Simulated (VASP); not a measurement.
# TaN (P6_3/mmc) in VASP: notebook, part 2 of 2

VASP 6.6.1. Earlier steps stand in the parts before.

## (3) Single point, PBEsol+U

File INCAR:

```
SYSTEM = TaN
  ALGO = Fast
  EDIFF = 1E-6
  ENCUT = 520
  GGA = PS
  ISIF = 2
  ISMEAR = -1
  LASPH = .TRUE.
  LCHARG = .FALSE.
  LDAU = .TRUE.
  LDAUJ = 0 0
  LDAUL = 2 -1
  LDAUPRINT = 1
  LDAUTYPE = 2
  LDAUU = 4 0
  LMAXMIX = 4
  LREAL = .FALSE.
  LWAVE = .FALSE.
  NBANDS = 24
  NELM = 80
  PREC = Accurate
  SIGMA = 0.05
```

File KPOINTS:

```
k-points
0
G
  7 7 4
  0 0 0
```

File POSCAR:

```
TaN
1.0
    2.9217699809      0.0000000000      0.0000000000
   -1.4608849905      2.5303270275      0.0000000000
    0.0000000000      0.0000000000      5.9165150000
Ta N
2 2
Direct
    0.0000000000      0.0000000000      0.5000000000
    0.0000000000      0.0000000000      0.0000000000
    0.3333333333      0.6666666667      0.2500000000
    0.6666666667      0.3333333333      0.7500000000
```

Potentials or basis: VASP PAW PBE potentials, release 64 (Ta_pv, N).

The run is started by

```
cat potpaw_PBE.64/Ta_pv/POTCAR potpaw_PBE.64/N/POTCAR > POTCAR
mpirun -np 1 vasp_std > vasp.out
```

OUTCAR:

```text
SYSTEM = TaN
   EDIFF = 1E-6
   ENCUT = 520
   GGA = PS
   ISIF = 2
   ISMEAR = -1
   LASPH = .TRUE.
   LREAL = .FALSE.
   NELM = 80
   PREC = Accurate

 ion  position               nearest neighbor table
   1  0.000  0.000  0.500-   3 2.24   4 2.24   4 2.24   3 2.24   4 2.24   3 2.24   2 2.96   2 2.96

   2  0.000  0.000  0.000-   3 2.24   4 2.24   4 2.24   3 2.24   4 2.24   3 2.24   1 2.96   1 2.96

   3  0.333  0.667  0.250-   1 2.24   2 2.24   1 2.24   2 2.24   1 2.24   2 2.24
   4  0.667  0.333  0.750-   1 2.24   2 2.24   1 2.24   2 2.24   1 2.24   2 2.24

  LATTYP: Found a hexagonal cell.
 ALAT       =     2.9217699809
 C/A-ratio  =     2.0249763119

  Lattice vectors:

 A1 = (   2.9217699809,   0.0000000000,   0.0000000000)
 A2 = (  -1.4608849905,   2.5303270275,   0.0000000000)
 A3 = (   0.0000000000,   0.0000000000,   5.9165150000)

Analysis of symmetry for initial positions (statically):
=====================================================================
 Subroutine PRICEL returns:
 Original cell was already a primitive cell.

 Routine SETGRP: Setting up the symmetry group for a
 hexagonal supercell.

 Subroutine GETGRP returns: Found 24 space group operations
 (whereof 12 operations were pure point group operations)
 out of a pool of 24 trial point group operations.

The static configuration has the point symmetry D_3d.
 The point group associated with its full space group is D_6h.

Analysis of symmetry for dynamics (positions and initial velocities):
=====================================================================
[... 216 lines left out ...]
  o =  0.2651  v =  0.0000  0.0000  0.0000  0.0000  0.0000  0.7503  0.2485 -0.0000  0.4080  0.4569      0.0000  0.0000  0.0000  0.0000  0.0000  0.0000  0.0000  0.0000  0.0000  0.0000
  o =  0.2651  v =  0.7503  0.2485 -0.0000  0.4080  0.4569  0.0000  0.0000  0.0000  0.0000  0.0000      0.0000  0.0000  0.0000  0.0000  0.0000  0.0000  0.0000  0.0000  0.0000  0.0000
  o =  0.2651  v =  0.0000  0.0000  0.0000  0.0000  0.0000  0.4569 -0.4080 -0.0000  0.2485 -0.7503      0.0000  0.0000  0.0000  0.0000  0.0000  0.0000  0.0000  0.0000  0.0000  0.0000
  o =  0.2651  v =  0.4569 -0.4080 -0.0000  0.2485 -0.7503  0.0000  0.0000  0.0000  0.0000  0.0000      0.0000  0.0000  0.0000  0.0000  0.0000  0.0000  0.0000  0.0000  0.0000  0.0000
  o =  0.2658  v =  0.0000  0.0000  1.0000  0.0000  0.0000  0.0000  0.0000  0.0000  0.0000  0.0000      0.0000  0.0000  0.0000  0.0000  0.0000  0.0000  0.0000  0.0000  0.0000  0.0000
  o =  0.2658  v =  0.0000  0.0000  0.0000  0.0000  0.0000  0.0000  0.0000  1.0000  0.0000  0.0000      0.0000  0.0000  0.0000  0.0000  0.0000  0.0000  0.0000  0.0000  0.0000  0.0000

 number of electron      32.0000005 magnetization

 Free energy of the ion-electron system (eV)
  ---------------------------------------------------
  ext. energy  EPLUGINS =         0.00000000
  ---------------------------------------------------
  free energy    TOTEN  =       -39.39740517 eV

  energy without entropy =      -39.38541139  energy(sigma->0) =      -39.39140828

 E-fermi :   8.4094     XC(G=0): -13.4384

 val. band max:        8.3660238564   @ k =   0.0000   0.0000   0.0000
 cond. band min:       8.4201938271   @ k =   0.1429   0.0000   0.0000
 fundamental gap:      0.0541699707
 Fermi energy:         8.4093983935

 k-point     1 :       0.0000    0.0000    0.0000
  band No.  band energies     occupation
      1     -27.9151      2.00000
      2     -27.1859      2.00000
      3     -26.9407      2.00000
      4     -26.9407      2.00000
      5     -26.8812      2.00000
      6     -26.8812      2.00000
[... 637 lines left out ...]
     23      16.7083      0.00000
     24      16.7084      0.00000

------------------------ aborting loop because EDIFF is reached ----------------------------------------

  FORCE on cell =-STRESS in cart. coord.  units (eV):
  Direction    XX          YY          ZZ          XY          YZ          ZX
  --------------------------------------------------------------------------------------
  -------------------------------------------------------------------------------------
  Total        0.3930377      0.3930377      1.4488507     -0.0000000      0.0000000     -0.0000000
  in kB       14.3964753     14.3964753     53.0695695     -0.0000000      0.0000000     -0.0000000
  external PRESSURE =      27.2875067 kB  Pullay stress =       0.0000000 kB

 VOLUME and BASIS-vectors are now :
 -----------------------------------------------------------------------------
  energy-cutoff  :      520.00
  volume of cell :       43.74
      direct lattice vectors                 reciprocal lattice vectors
     2.921769981  0.000000000  0.000000000     0.342258291  0.197602916  0.000000000
    -1.460884991  2.530327027  0.000000000     0.000000000  0.395205833  0.000000000
     0.000000000  0.000000000  5.916515000     0.000000000  0.000000000  0.169018417

 POSITION                                       TOTAL-FORCE (eV/Angst)
 -----------------------------------------------------------------------------------
      0.00000      0.00000      2.95826         0.000000      0.000000      0.000000
      0.00000      0.00000      0.00000         0.000000      0.000000      0.000000
     -0.00000      1.68688      1.47913         0.000000     -0.000000      0.000000
      1.46088      0.84344      4.43739        -0.000000      0.000000     -0.000000
 -----------------------------------------------------------------------------------
    total drift:                               -0.000000      0.000000      0.000000

  FREE ENERGIE OF THE ION-ELECTRON SYSTEM (eV)
  ---------------------------------------------------
  free  energy   TOTEN  =       -39.3974051729 eV

  energy  without entropy=      -39.3854113895  energy(sigma->0) =      -39.39140828
```

It took 22 s on 1 thread of AMD EPYC 9R14 (Zen 4), shared host; peak memory 0.14 GiB.

Results:

```
Free energy            : -39.3974 eV
Pressure               : 2.7 GPa
Band gap on the k mesh : none (metal or under the smearing width)
```

Stress tensor (GPa, compression positive):
```
1.44 0.00 0.00
0.00 1.44 0.00
0.00 0.00 5.31
```

Eigenvalues of the final occupation matrices:
```
    site  spin  trace               eigenvalues
site 1 d     1   1.18  0.19 0.19 0.27 0.27 0.27
site 1 d     2   1.18  0.19 0.19 0.27 0.27 0.27
site 2 d     1   1.18  0.19 0.19 0.27 0.27 0.27
site 2 d     2   1.18  0.19 0.19 0.27 0.27 0.27
```

Caveat: the PAW data sets were made with another functional, which shifts forces and pressure a little; U without spin polarisation on a metal has little footing. The run has no spin-orbit coupling, so splittings on Ta are missing.

## (4) Single point, PBEsol+U

Edit INCAR of step 3 so:

```diff
@@ -14,3 +14,3 @@
   LDAUTYPE = 2
-  LDAUU = 4 0
+  LDAUU = 5 0
   LMAXMIX = 4
```

KPOINTS is that of step 3.

POSCAR is that of step 3.

The run is started by

```
cat potpaw_PBE.64/Ta_pv/POTCAR potpaw_PBE.64/N/POTCAR > POTCAR
mpirun -np 1 vasp_std > vasp.out
```

Wall time 22 s (1 thread of AMD EPYC 9R14 (Zen 4), shared host); peak memory 0.14 GiB.

It converged, with:

| Item | Value |
| --- | --- |
| Free energy | -37.6118 eV |
| Pressure | 6.0 GPa |
| Band gap on the k mesh | none (metal or under the smearing width) |

Stress tensor (GPa, compression positive):
```
4.51 0.00 0.00
0.00 4.51 0.00
0.00 0.00 9.11
```

Levels at points of the mesh, in eV from the Fermi level:
```
           k point  band 13  band 14  band 15  band 16  band 17  band 18  band 19  band 20
(0.00, 0.00, 0.00)    -3.80    -2.21    -2.21    -0.01    -0.01     0.71     0.71     2.39
(0.00, 0.00, 0.50)    -3.86    -3.86    -0.68    -0.68     1.09     1.09     1.09     1.09
```

Eigenvalues of the final occupation matrices:
```
    site  spin  trace               eigenvalues
site 1 d     1   1.17  0.19 0.19 0.26 0.26 0.26
site 1 d     2   1.17  0.19 0.19 0.26 0.26 0.26
site 2 d     1   1.17  0.19 0.19 0.26 0.26 0.26
site 2 d     2   1.17  0.19 0.19 0.26 0.26 0.26
```

Caveat: the PAW data sets were made with another functional, which shifts forces and pressure a little; U without spin polarisation on a metal has little footing.

## (5) Single point, PBEsol+U

Edit INCAR of step 4 so:

```diff
@@ -14,3 +14,3 @@
   LDAUTYPE = 2
-  LDAUU = 5 0
+  LDAUU = 6 0
   LMAXMIX = 4
```

KPOINTS is that of step 4.

POSCAR is that of step 4.

The run is started by

```
cat potpaw_PBE.64/Ta_pv/POTCAR potpaw_PBE.64/N/POTCAR > POTCAR
mpirun -np 1 vasp_std > vasp.out
```

It took 22 s on 1 thread of AMD EPYC 9R14 (Zen 4), shared host; peak memory 0.14 GiB.

The run converged. Its results:

- Free energy: -35.8464 eV
- Pressure: 9.4 GPa
- Band gap on the k mesh: none (metal or under the smearing width)

Stress tensor (GPa, compression positive):
```
 7.66  0.00  0.00
 0.00  7.66  0.00
 0.00  0.00 13.02
```

Levels at points of the mesh, in eV from the Fermi level:
| k point | band 12 | band 13 | band 14 | band 15 | band 16 | band 17 | band 18 | band 19 | band 20 | band 21 |
| --- | --- | --- | --- | --- | --- | --- | --- | --- | --- | --- |
| (0.00, 0.00, 0.00) | -4.32 | -3.89 | -2.29 | -2.29 | 0.02 | 0.02 | 0.73 | 0.73 | 2.38 | 2.59 |
| (0.00, 0.00, 0.50) | -3.89 | -3.89 | -3.89 | -0.70 | -0.70 | 1.10 | 1.10 | 1.10 | 1.10 | 4.61 |

Eigenvalues of the final occupation matrices:
```
    site  spin  trace               eigenvalues
site 1 d     1   1.15  0.18 0.18 0.26 0.26 0.26
site 1 d     2   1.15  0.18 0.18 0.26 0.26 0.26
site 2 d     1   1.15  0.18 0.18 0.26 0.26 0.26
site 2 d     2   1.15  0.18 0.18 0.26 0.26 0.26
```

Caveat: the PAW data sets were made with another functional, which shifts forces and pressure a little; U without spin polarisation on a metal has little footing.

## (6) Single point, PBEsol+U

Edit INCAR of step 5 so:

```diff
@@ -14,3 +14,3 @@
   LDAUTYPE = 2
-  LDAUU = 6 0
+  LDAUU = 8 0
   LMAXMIX = 4
```

KPOINTS is that of step 5.

POSCAR is that of step 5.

Potentials or basis: VASP PAW PBE potentials, release 64 (Ta_pv, N).

The run is started by

```
cat potpaw_PBE.64/Ta_pv/POTCAR potpaw_PBE.64/N/POTCAR > POTCAR
mpirun -np 1 vasp_std > vasp.out
```

Wall time 22 s (1 thread of AMD EPYC 9R14 (Zen 4), shared host); peak memory 0.14 GiB.

Results (log left out):

```yaml
Free_energy: -32.3784 eV
Pressure: 16.5 GPa
Band_gap_on_the_k_mesh: none (metal or under the smearing width)
```

Stress tensor (GPa, compression positive):
```
14.18  0.00  0.00
 0.00 14.18  0.00
 0.00  0.00 21.09
```

Levels at points of the mesh, in eV from the Fermi level:
```
           k point  band 14  band 15  band 16  band 17  band 18  band 19
(0.00, 0.00, 0.00)    -2.44    -2.44     0.10     0.10     0.78     0.78
(0.00, 0.00, 0.50)    -3.94    -0.74    -0.74     1.12     1.12     1.12
```

Eigenvalues of the final occupation matrices:
| site | spin | trace | eigenvalues |
| --- | --- | --- | --- |
| site 1 d | 1 | 1.11 | 0.17 0.17 0.25 0.25 0.26 |
| site 1 d | 2 | 1.11 | 0.17 0.17 0.25 0.25 0.26 |
| site 2 d | 1 | 1.11 | 0.17 0.17 0.25 0.25 0.26 |
| site 2 d | 2 | 1.11 | 0.17 0.17 0.25 0.25 0.26 |

Caveat: the PAW data sets were made with another functional, which shifts forces and pressure a little; U without spin polarisation on a metal has little footing.

## (7) For comparison

An earlier run on the cell as given: functional PBE; potentials or basis VASP PAW PBE potentials, release 64 (Ta_pv, N); cutoff 520 eV; k mesh 10 × 10 × 5; occupations fermi-dirac, width 0.05 eV; no spin polarisation.

- Pressure: -0.4 GPa
- Band gap on the k mesh: none (metal or under the smearing width)

## (8) Overview

| level | U | k mesh | gap on the mesh (eV) | pressure (GPa) |
| --- | --- | --- | --- | --- |
| PBEsol+U | Ta d U = 3 eV | 7 × 7 × 4 | none | -0.5 |
| PBEsol+U | Ta d U = 4 eV | 7 × 7 × 4 | none | 2.7 |
| PBEsol+U | Ta d U = 5 eV | 7 × 7 × 4 | none | 6.0 |
| PBEsol+U | Ta d U = 6 eV | 7 × 7 × 4 | none | 9.4 |
| PBEsol+U | Ta d U = 8 eV | 7 × 7 × 4 | none | 16.5 |
| PBE | - | 10 × 10 × 5 | none | -0.4 |

Alike in all rows: task single point; potentials or basis VASP PAW PBE potentials, release 64 (Ta_pv, N); no spin polarisation; cell as given; cutoff (eV) 520; smearing fermi-dirac 0.05 eV.

Every run on the cell as given and a fine mesh finds a metal. The pressure there spans -0.5 GPa (PBEsol+U) to 16.5 GPa (PBEsol+U); a positive pressure means that this level wants a larger cell, a negative one a smaller.

Caveats: the PAW data sets were made with another functional, which shifts forces and pressure a little (some runs); U without spin polarisation on a metal has little footing (some runs).

Total energies depend on the potentials used, so only differences within one code and one set of settings carry meaning.
